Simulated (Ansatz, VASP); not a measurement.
# LaSb in two plane-wave programs

Aim: how closely do two programs agree when they are given the same cell, functional and k mesh?

Calculated with Ansatz 0.2.0; plane waves, with VASP 6.6.1 beside it; band structure at r2SCAN.

## (1) Starting point

The structure is cubic, space group Fm-3m (No. 225). The conventional cell has a = 6.490 Å, b = 6.490 Å, c = 6.490 Å, α = 90.00°, β = 90.00°, γ = 90.00°. La has 6 Sb at 3.25 Å nearest. Sb has 6 La at 3.25 Å nearest. Farther neighbours are not listed.

As a file:

```cif
data_structure
_symmetry_space_group_name_H-M 'Fm-3m'
_symmetry_Int_Tables_number 225
_cell_length_a 6.4900
_cell_length_b 6.4900
_cell_length_c 6.4900
_cell_angle_alpha 90.000
_cell_angle_beta 90.000
_cell_angle_gamma 90.000
_cell_volume 273.36
loop_
_atom_site_label
_atom_site_type_symbol
_atom_site_symmetry_multiplicity
_atom_site_Wyckoff_symbol
_atom_site_fract_x
_atom_site_fract_y
_atom_site_fract_z
_atom_site_occupancy
La1 La 4 a 0.00000 0.00000 0.00000 1
Sb1 Sb 4 b 0.50000 0.00000 0.00000 1
```

## (2) Ansatz: band structure, r2SCAN

Ansatz runs on its default PAW (the set named soft_2) files.

A single point gives forces, pressure and levels at one fixed geometry, so differences don't come from the geometry; what else differs is listed under the comparison.

The input, input.yaml:

```yaml
crystal:
  lattice:
    - [0.0, 3.245, 3.245]
    - [3.245, 0.0, 3.245]
    - [3.245, 3.245, 0.0]
  atoms:
    - { symbol: La, position: [0.0, 0.0, 0.0] }
    - { symbol: Sb, position: [0.5, 0.5, 0.5] }
hamiltonian:
  xc: r2scan
  pseudopotentials: { kind: paw }
kpoints:
  mp_grid: { grid: [4, 4, 4] }
  band_path:
    path:
      - [0.0, 0.0, 0.0]
      - [0.16667, 0.0, 0.16667]
      - [0.33333, 0.0, 0.33333]
      - [0.5, 0.0, 0.5]
      - [0.5, 0.08333, 0.58333]
      - [0.5, 0.18333, 0.68333]
      - [0.5, 0.25, 0.75]
      - [0.45, 0.3, 0.75]
      - [0.40833, 0.34167, 0.75]
      - [0.35, 0.35, 0.7]
      - [0.225, 0.225, 0.45]
      - [0.075, 0.075, 0.15]
      - [0.03333, 0.03333, 0.03333]
      - [0.23333, 0.23333, 0.23333]
      - [0.4, 0.4, 0.4]
      - [0.51667, 0.46667, 0.51667]
      - [0.55833, 0.38333, 0.55833]
      - [0.60833, 0.28333, 0.60833]
      - [0.60833, 0.25, 0.64167]
      - [0.55833, 0.25, 0.69167]
      - [0.51667, 0.25, 0.73333]
      - [0.5, 0.3, 0.7]
      - [0.5, 0.38333, 0.61667]
      - [0.5, 0.48333, 0.51667]
      - [0.475, 0.475, 0.55]
      - [0.425, 0.425, 0.65]
      - [0.38333, 0.38333, 0.73333]
      - [0.59167, 0.18333, 0.59167]
      - [0.55, 0.1, 0.55]
      - [0.5, 0.0, 0.5]
    npoints: 1
scf:
  occupations: { method: gaussian, width: 0.02 }
  n_extra_bands: 7
output:
  forces: true
  stress: true
  eigenvalues: true
```

Launch:

```sh
$ ansatz run input.yaml --threads 2 --pin off --max-ram 4608MiB --backend cpu --events-out ev --progress --plain --runs-dir out
```

Numbers of over 12 decimals in the logs are rounded to 6 here.

What it wrote:

```text
scf.n_extra_bands = 7 over 13 filled bands (N_el = 26.0): the run solves 20 bands
Engine: ansatz 0.2.0, aarch64-unknown-linux-gnu
Pseudopotentials: kind: paw
Pseudopotential: La, paw, valence charge 11, recommended cutoff 500 eV (meta_gga), La.paw.azcp
Pseudopotential: Sb, paw, valence charge 15, recommended cutoff 500 eV (meta_gga), Sb.paw.azcp
Functional definition: r2SCAN
  parameter k0 = 0.174
  parameter k1 = 0.065
  parameter a1 = 4.9479
  exchange = r2scan_x(k0 = k0, k1 = k1, a1 = a1)
  correlation = r2scan_c
Crystal: 2 atoms, lattice volume = 68.340 Å³
Basis set: ecut = 500 eV, 1807 PW (Γ), exchange–correlation on 144×144×144 points (64 copies of the dense FFT grid, shifted against one another)
Bands: 20, of which v1, the nominal top of the filled ones, is band 13 counted from 1 (12 counted from 0)
Symmetry: 48 space group operations
Space group: Fm-3m (ITA 225), of the structure as read, at distance tolerance 4.1e-5 Å
k-points: 8 of 64
Non-local potential: La, projectors of the file, l = 0: 3, l = 1: 2, l = 2: 2, l = 3: 3
Non-local potential: Sb, projectors of the file, l = 0: 2, l = 1: 2, l = 2: 2, l = 3: 2
PAW form: soft (Blöchl's): semilocal exchange-correlation on the pseudo side does not see the compensation charge
PAW frozen core: La, regenerated for the run's functional (the file was generated under x = pbe(κ = 0.804, μ = 0.219515), c = pbe(β = 0.066725))
PAW frozen core: Sb, regenerated for the run's functional (the file was generated under x = pbe(κ = 0.804, μ = 0.219515), c = pbe(β = 0.066725))
PAW one-centre angular grid: La, 974 points (default); XC on 160 Gauss nodes
PAW one-centre angular grid: Sb, 590 points (default); XC on 160 Gauss nodes
Initial density: superposition of atomic densities (neutral atoms: chi_scale 0, normalization atom), corrected by the library's trained network
Initial wavefunctions: pseudopotential atomic-orbital guess
Functional: x = r2scan, c = r2scan; τ floored in thin density (d = 2e-4 eV/Å³)
SCF iter   1: F=—  HF=-12766.793129 eV  |F-HF|=—  |Δ(HF+E_count)|=         —  Δρ=8.18e-3  dr2=8.59e-2  dr2_τ=4.71e-3  ethr=1.77e-3  ⟨swp⟩=6.0  Hψ=725  notcnv=0
preconditioner: auto → none  [insulator: Δε(μ)=0.255 eV  Ē_g=6.163 eV  σ=0.020 eV  W_gap=1.00  n_scr=14 (ndim 8)  ℏωp=12.7 eV  f_vac=0.000  D(μ)=0.00/eV (n_scr^D=0)  ε∞_Penn≈5.2]
SCF iter   2: F=—  HF=-12766.814781 eV  |F-HF|=—  |Δ(HF+E_count)|=   2.17e-2  Δρ=2.43e-3  dr2=5.92e-3  dr2_τ=1.20e-3  ethr=3.30e-4  ⟨swp⟩=3.0  Hψ=374  notcnv=0  defer=16
SCF iter   3: F=—  HF=-12766.813488 eV  |F-HF|=—  |Δ(HF+E_count)|=   1.29e-3  Δρ=1.37e-3  dr2=6.10e-4  dr2_τ=3.10e-5  ethr=2.28e-5  ⟨swp⟩=2.8  Hψ=294  notcnv=0  defer=16
SCF iter   4: F=—  HF=-12766.813902 eV  |F-HF|=—  |Δ(HF+E_count)|=   4.13e-4  Δρ=1.94e-4  dr2=2.75e-5  dr2_τ=9.12e-7  ethr=2.34e-6  ⟨swp⟩=2.2  Hψ=259  notcnv=0  defer=16
SCF iter   5: F=—  HF=-12766.813896 eV  |F-HF|=—  |Δ(HF+E_count)|=   5.15e-6  Δρ=3.09e-5  dr2=9.92e-7  dr2_τ=1.14e-8  ethr=1.06e-7  ⟨swp⟩=2.1  Hψ=262  notcnv=0  defer=16
SCF iter   6: F=—  HF=-12766.813896 eV  |F-HF|=—  |Δ(HF+E_count)|=   1.42e-7  Δρ=1.30e-5  dr2=1.88e-7  dr2_τ=3.64e-9  ethr=3.85e-10  ⟨swp⟩=10.4  Hψ=873  notcnv=0
SCF iter   7: F=-12766.813896 eV  HF=-12766.813896 eV  |F-HF|=1.14e-8  |Δ(HF+E_count)|=   2.33e-8  Δρ=4.10e-6  dr2=1.97e-8  dr2_τ=8.33e-11  ethr=3.85e-10  ⟨swp⟩=5.0  Hψ=677  notcnv=0
SCF 1 converged in 7 iterations: F = -12766.813896 eV  dr2 = 1.97e-8
  greatest PAW one-centre occupation: 0.993 electrons in one spin orbital (limit 2), on the Sb atom at site 1 (counted from 0), in its partial waves of l = 2
NSCF: frozen V_eff on 30 k-points
SCF converged after 7 iterations
Free energy (F): -12766.813896 eV
Harris-Foulkes:  -12766.813896 eV  (|F-HF|=1.14e-8)
Internal energy: -12766.813896 eV  (E = F + TS)
E sigma→0 (E₀):  -12766.813896 eV
Fermi energy:    9.677733 eV
--- Per-component energies (eV) ---
  E_band       = -228.103522
  E_kinetic    = 398.911403
  E_local      = -2064.952023  (includes V_loc(G=0)·N_el)
  E_nonlocal   = 458.188808
  E_hartree    = 900.628765
  E_xc         = -260.086099
  E_vxc        = -263.501003  (∫ρ·V_xc dr)
  E_paw        = -10041.270548  (= ΣΔE_a)
  E_vpaw       = -572.865003  (= ΣTr[D̂ρ^β])
  E_aug_tail   = -0.000001  (compensation charges beyond the density's cutoff)
  E_vtau       = 14.857480  (kinetic-family band-sum trace: ∫τ·v_τ [+ j·A + Jᵃ·Aᵃ] dr)
  E_ewald      = -2158.808750
  E_core_change = 0.574549  (= ΣΔE_core)
  E_smearing   = -0.000000  (= −TS)
  E_closure    = 0.000000  (closes the sum)
  Σ components = -12766.813896   (vs F -12766.813896, Δ=0.00e0)
--- Forces (eV/Å), atoms counted from 1 ---
  atom   1  La    -0.00000000     0.00000000     0.00000000
  atom   2  Sb     0.00000000    -0.00000000    -0.00000000
  max |Σ_I F_I| component: 1.23e-28 eV/Å
--- Stress (GPa, compression-positive) ---
        1.959954      -0.000000      -0.000000
       -0.000000       1.959954      -0.000000
       -0.000000      -0.000000       1.959954
  P = ⅓ Tr σ = 1.9600 GPa (19.600 kbar)
--- Band table (eV; the first three rows and the last of 8) ---
  k-point 0: bands = [... 9 lower, 0.3044, 9.7929, 9.7929, 9.7929, 11.1301, 11.1301, 11.1301, 11.7522, ... 3 higher]
  k-point 1: bands = [... 9 lower, 0.9262, 7.7445, 8.5335, 8.5335, 11.3594, 11.7089, 11.7089, 12.1982, ... 3 higher]
  k-point 2: bands = [... 9 lower, 1.6830, 6.2949, 7.8409, 7.8409, 11.8167, 12.0655, 12.0655, 12.2581, ... 3 higher]
  k-point 7: bands = [... 9 lower, 1.1939, 7.7455, 8.1562, 8.1562, 11.6495, 11.6495, 12.1879, 12.1879, ... 3 higher]
```

The job ended after 4.9 s (2 threads of Arm Neoverse N1, shared host; peak memory 0.5 GiB; 9 s of CPU time).

## (3) VASP: band structure, r2SCAN

The same cell, functional, mesh and smearing now go to VASP, with its own data sets and cutoff.

Lines of VASP's logs that name or quote its potential files are left out, and so is its time.

The input, INCAR:

```
SYSTEM = LaSb
PREC = Accurate
ENCUT = 400
EDIFF = 1E-06
NELM = 100
ISMEAR = 0
SIGMA = 0.02
LREAL = .FALSE.
ALGO = Normal
METAGGA = R2SCAN
LASPH = .TRUE.
NBANDS = 20
LORBIT = 11
LWAVE = .FALSE.
LCHARG = .FALSE.
KPAR = 4
```

The input, POSCAR:

```
LaSb
1.0
    0.0000000000      3.2450000000      3.2450000000
    3.2450000000      0.0000000000      3.2450000000
    3.2450000000      3.2450000000      0.0000000000
La Sb
1 1
Direct
    0.0000000000      0.0000000000      0.0000000000
    0.5000000000      0.5000000000      0.5000000000
```

The input, KPOINTS:

```
Automatic mesh
0
Gamma
4 4 4
0 0 0
```

The input, KPOINTS_OPT:

```
Line mode
16
Line-mode
Reciprocal
  0.00000000   0.00000000   0.00000000 GAMMA
  0.50000000   0.00000000   0.50000000 X

  0.50000000   0.00000000   0.50000000 X
  0.50000000   0.25000000   0.75000000 W

  0.50000000   0.25000000   0.75000000 W
  0.37500000   0.37500000   0.75000000 K

  0.37500000   0.37500000   0.75000000 K
  0.00000000   0.00000000   0.00000000 GAMMA

  0.00000000   0.00000000   0.00000000 GAMMA
  0.50000000   0.50000000   0.50000000 L

  0.50000000   0.50000000   0.50000000 L
  0.62500000   0.25000000   0.62500000 U

  0.62500000   0.25000000   0.62500000 U
  0.50000000   0.25000000   0.75000000 W

  0.50000000   0.25000000   0.75000000 W
  0.50000000   0.50000000   0.50000000 L

  0.50000000   0.50000000   0.50000000 L
  0.37500000   0.37500000   0.75000000 K

  0.62500000   0.25000000   0.62500000 U
  0.50000000   0.00000000   0.50000000 X
```

The projector-augmented-wave data sets are La and Sb (PBE family, release 64).

Launch:

```sh
$ mpirun -np 4 vasp_std
```

What it wrote:

```text
[banner, memory and clock lines left out]
running    4 mpi-ranks, on    1 nodes
 distrk:  each k-point on    1 cores,    4 groups
 distr:  one band on    1 cores,    1 groups

 POSCAR found type information on POSCAR LaSb
 POSCAR found :  2 types and       2 ions
|                                                                             |
|               ----> ADVICE to this user running VASP <----                  |
|                                                                             |
|     You enforced a specific xc type in the INCAR file but a different       |
|     [... a line on the potential file left out ...]
|     I HOPE YOU KNOW WHAT YOU ARE DOING!                                     |
|                                                                             |

 LDA part: xc-table for (None), standard interpolation
 POSCAR, INCAR and KPOINTS ok, starting setup
 FFT: planning ... GRIDC
 FFT: planning ... GRID_SOFT
 FFT: planning ... GRID
 WAVECAR not read
 entering main loop
       N       E                     dE             d eps       ncg     rms          rms(c)
DAV:   1     0.732095452589E+02    0.73210E+02   -0.47103E+03   336   0.783E+02
DAV:   2    -0.440368771923E+02   -0.11725E+03   -0.94582E+02   348   0.157E+02
DAV:   3    -0.606749475591E+02   -0.16638E+02   -0.16028E+02   396   0.789E+01
DAV:   4    -0.620701617940E+02   -0.13952E+01   -0.13851E+01   524   0.200E+01
DAV:   5    -0.620856473131E+02   -0.15486E-01   -0.15478E-01   480   0.188E+00    0.351E+00
DAV:   6    -0.584222983178E+02    0.36633E+01   -0.11476E+00   400   0.454E+00    0.268E+00
DAV:   7    -0.584668228892E+02   -0.44525E-01   -0.46537E-01   504   0.418E+00    0.710E-01
DAV:   8    -0.584537150578E+02    0.13108E-01   -0.34320E-02   512   0.131E+00    0.558E-01
DAV:   9    -0.584577142746E+02   -0.39992E-02   -0.25752E-02   552   0.102E+00    0.173E-01
DAV:  10    -0.584568786845E+02    0.83559E-03   -0.23499E-03   492   0.354E-01    0.104E-01
DAV:  11    -0.584568032784E+02    0.75406E-04   -0.15002E-03   504   0.283E-01    0.421E-02
DAV:  12    -0.584568101068E+02   -0.68284E-05   -0.38610E-05   428   0.379E-02    0.333E-02
DAV:  13    -0.584568106402E+02   -0.53338E-06   -0.17344E-05   528   0.352E-02    0.321E-02
DAV:  14    -0.584568176051E+02   -0.69649E-05   -0.40114E-05   452   0.386E-02    0.298E-02
DAV:  15    -0.584568164708E+02    0.11343E-05   -0.61289E-06   516   0.210E-02    0.139E-02
DAV:  16    -0.584568152754E+02    0.11954E-05   -0.72769E-07   268   0.668E-03    0.406E-03
DAV:  17    -0.584568151458E+02    0.12957E-06   -0.24411E-07   200   0.400E-03
   1 F= -.58456815E+02 E0= -.58456815E+02  d E =-.155698E-19
 Start KPOINTS_OPT (optional k-point list driver)
k-point batch [1-8\160]
       N       E                     dE             ncg
DAV:   1     0.503509699342E+03   -0.18688E+03      328
DAV:   2    -0.535450751377E+03   -0.10390E+04      384
DAV:   3    -0.650022576943E+03   -0.11457E+03      400
DAV:   4    -0.657967260173E+03   -0.79447E+01      504
DAV:   5    -0.658101522870E+03   -0.13426E+00      460
DAV:   6    -0.658117920380E+03   -0.16398E-01      516
DAV:   7    -0.658118543323E+03   -0.62294E-03      488
DAV:   8    -0.658118553834E+03   -0.10511E-04      480
DAV:   9    -0.658118554363E+03   -0.52881E-06      276
[...]
k-point batch [153-160\160]
       N       E                     dE             ncg
DAV:   1     0.292447160971E+03   -0.32863E+04      336
DAV:   2    -0.569956578839E+03   -0.86240E+03      368
DAV:   3    -0.675814233097E+03   -0.10586E+03      400
DAV:   4    -0.682663716004E+03   -0.68495E+01      536
DAV:   5    -0.682821414613E+03   -0.15770E+00      504
DAV:   6    -0.682826779847E+03   -0.53652E-02      492
DAV:   7    -0.682826864874E+03   -0.85028E-04      468
DAV:   8    -0.682826867947E+03   -0.30729E-05      508
DAV:   9    -0.682826867989E+03   -0.42307E-07      292
```

OUTCAR, selected parts (step 3):

```text
ion  position               nearest neighbor table
   1  0.000  0.000  0.000-   2 3.25   2 3.25   2 3.25   2 3.25   2 3.25   2 3.25
   2  0.500  0.500  0.500-   1 3.25   1 3.25   1 3.25   1 3.25   1 3.25   1 3.25

  LATTYP: Found a face centered cubic cell.
 ALAT       =     6.4900000000

 Subroutine GETGRP returns: Found 48 space group operations
 (whereof 48 operations were pure point group operations)

The static configuration has the point symmetry O_h .

 Found      8 irreducible k-points:

   k-points           NKPTS =      8   k-points in BZ     NKDIM =      8   number of bands    NBANDS=     20

   dimension x,y,z NGX =    30 NGY =   30 NGZ =   30
   dimension x,y,z NGXF=    60 NGYF=   60 NGZF=   60

   ENCUT  =  400.0 eV  29.40 Ry    5.42 a.u.   7.48  7.48  7.48*2*pi/ulx,y,z

   NELECT =      16.0000    total number of electrons

 k-points in reciprocal lattice and weights: Automatic mesh
   0.00000000  0.00000000  0.00000000       0.016
   0.25000000  0.00000000  0.00000000       0.125
   0.50000000  0.00000000  0.00000000       0.062
   0.25000000  0.25000000  0.00000000       0.094
   0.50000000  0.25000000  0.00000000       0.375
  -0.25000000  0.25000000  0.00000000       0.188
   0.50000000  0.50000000  0.00000000       0.047
  -0.25000000  0.50000000  0.25000000       0.094

 average (electrostatic) potential at core
       1-103.0972       2 -89.5003

 E-fermi :   6.7390

 k-point     1 :       0.0000    0.0000    0.0000
  band No.  band energies     occupation
      1     -26.9982      2.00000
      2     -10.1926      2.00000
      3     -10.1926      2.00000
      4     -10.1926      2.00000
      5      -2.6215      2.00000
      6       6.8719      0.00000
      7       6.8719      0.00000
      8       6.8719      0.00000
      9       8.1863      0.00000
     10       8.1863      0.00000
    ...

 k-point     2 :       0.2500    0.0000    0.0000
  band No.  band energies     occupation
    ...
      4     -10.1983      2.00000
      5      -2.0011      2.00000
      6       4.8085      2.00000
      7       5.6000      2.00000
      8       5.6000      2.00000
      9       8.4408      0.00000
     10       8.7859      0.00000
     11       8.7859      0.00000
     12       9.3170      0.00000
     13       9.3170      0.00000
    ...

 k-point     3 :       0.5000    0.0000    0.0000
  band No.  band energies     occupation
    ...
      4     -10.2039      2.00000
      5      -1.2442      2.00000
      6       3.3548      2.00000
      7       4.9062      2.00000
      8       4.9062      2.00000
      9       8.9227      0.00000
     10       9.1881      0.00000
     11       9.1881      0.00000
     12       9.3860      0.00000
     13       9.3860      0.00000
    ...

  Total        0.8079049      0.8079049      0.8079049     -0.0000000     -0.0000000      0.0000000
  in kB       18.9407301     18.9407301     18.9407301     -0.0000000     -0.0000000      0.0000000
  external PRESSURE =      18.9407301 kB  Pullay stress =       0.0000000 kB

  energy-cutoff  :      400.00
  volume of cell :       68.34
      direct lattice vectors                 reciprocal lattice vectors
     0.000000000  3.245000000  3.245000000    -0.154083205  0.154083205  0.154083205
     3.245000000  0.000000000  3.245000000     0.154083205 -0.154083205  0.154083205
     3.245000000  3.245000000  0.000000000     0.154083205  0.154083205 -0.154083205

 POSITION                                       TOTAL-FORCE (eV/Angst)
 -----------------------------------------------------------------------------------
      0.00000      0.00000      0.00000        -0.000000     -0.000000     -0.000000
      3.24500      3.24500      3.24500         0.000000      0.000000      0.000000
 -----------------------------------------------------------------------------------
    total drift:                               -0.000000     -0.000000      0.000000

  FREE ENERGIE OF THE ION-ELECTRON SYSTEM (eV)
  ---------------------------------------------------
  free  energy   TOTEN  =       -58.4568151458 eV

  energy  without entropy=      -58.4568151458  energy(sigma->0) =      -58.45681515

 total charge
# of ion       s       p       d       f       tot
--------------------------------------------------
    1        1.987   5.682   0.657   0.110   8.436
    2        1.105   1.463   0.010   0.000   2.578
--------------------------------------------------
tot          3.092   7.145   0.667   0.110  11.014

[... 3 further parts left out ...]
```

Spin-orbit coupling is off here; with elements this heavy it splits and shifts levels by tenths of an eV or more.

## (4) Comparison

Known differences besides the potentials themselves: VASP keeps PBE cores, Ansatz makes them for the functional; the data sets hold 26 valence electrons in Ansatz (default PAW (the set named soft_2) files) and 16 in VASP; the cutoff is 500 eV in Ansatz and 400 eV in VASP. Total energies have different zeros and are not compared.

Both answers:

```tsv
quantity	Ansatz	VASP	difference
pressure (GPa)	1.96	1.89	+0.07
```

Levels from 3 eV below to 2 eV above the Fermi level differ by 10 meV r.m.s. and 28 meV at most; each VASP level is matched to the nearest of Ansatz, which flatters the figure a little. Ansatz's pressure holds a Pulay correction of 0.02 GPa; VASP's holds none.

## (5) Outcome

```json
{"r.m.s. difference of levels near the Fermi level (band structure, r2SCAN)": "9.6 meV"}
```

**Reading.** The r.m.s. difference of levels near the Fermi level is 9.6 meV (band structure, r2SCAN), within the 80 meV picked in this series as the mark of a large difference. Such differences can come from data sets, numerical settings and the points named under the comparisons, not from the functional's error against experiment.

[Lines on the potential files, build, host, timing and source positions are cut from VASP's logs without a mark.]

[Logs are printed without paths, hosts, clocks, repeated set-up lines and the standing remarks that a program may print on its own settings, such as how far it seeks lower states.]

[Hosts, paths, dates, database ids (printed as entryN), source tags and the programs' standing remarks are cut or masked in the printed files.]
